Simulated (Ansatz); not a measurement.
**Equation of state of CdTe and its gap**

A database entry relaxed whole under r2SCAN (F-43m):

```
Cd Te
1.0
     0.00000    3.27860    3.27860
     3.27860    0.00000    3.27860
     3.27860    3.27860    0.00000
Cd Te
1 1
Direct
  0.00000 0.00000 0.00000
  0.25000 0.25000 0.25000
```

The cell was scaled uniformly, its shape held, and the atoms relaxed at each volume with plane-wave PAW DFT (Ansatz 0.2.0; r2SCAN, 500 eV, 8×8×8 Γ-centred mesh, fermi-dirac occupations of width 0.020 eV; no spin, no spin-orbit coupling). One row is withheld.

```
volume (Å³/atom)  energy over the lowest (meV/atom)  pressure (GPa)  gap over mesh and path (eV)
          33.128                               18.3            2.91                        1.362
          33.833                                7.9            1.84                        1.294
          34.538                                  ?               ?                            ?
          35.242                                0.0            0.02                        1.161
          35.947                                1.6           -0.74                        1.098
          36.652                                6.4           -1.42                        1.036
          37.357                               14.0           -2.03                        0.977
```

**Question.** Fit the pressures of the other rows to the third-order Birch-Murnaghan form.

**Answer.** With f = [(V₀/V)^(2/3) − 1]/2 and P = 3B₀f(1 + 2f)^(5/2)[1 + 3(B₀′ − 4)f/2], least squares gives V₀ = 35.26 Å³ an atom, B₀ = 40.3 GPa and B₀′ = 4.6; the rows miss the fit by less than 0.01 GPa. The slope of the energies differs from these pressures by less than 0.05 GPa.

**Question.** How does the gap move with volume?

**Answer.** A parabola in ln(V/V₀) through the other rows has the slope dE_g/d ln V = -3.2 eV at V₀, so by B₀ the gap moves by +80 meV a GPa: it widens under pressure.

**Question.** What does the withheld row hold?

**Answer.** The fit gives 0.88 GPa at 34.538 Å³; the run gave 0.88 GPa and 2.0 meV an atom. Its gap is 1.226 eV, against 1.226 eV from the parabola.

Caveats: the shape of the cell was held; 0 K, fixed nuclei; the symmetry was kept, and this need not be the phase that is stable at 0 K; one mesh for all volumes; r2SCAN gaps lie as a rule under measured ones; the slope of the gap can be off by tens of per cent, more where shallow d levels or spin-orbit coupling act on the edges; the relaxed cell lies far from the entry, by an error of the functional or of the entry; no spin-orbit coupling, which narrows gaps of heavier elements; pressure is positive in compression.
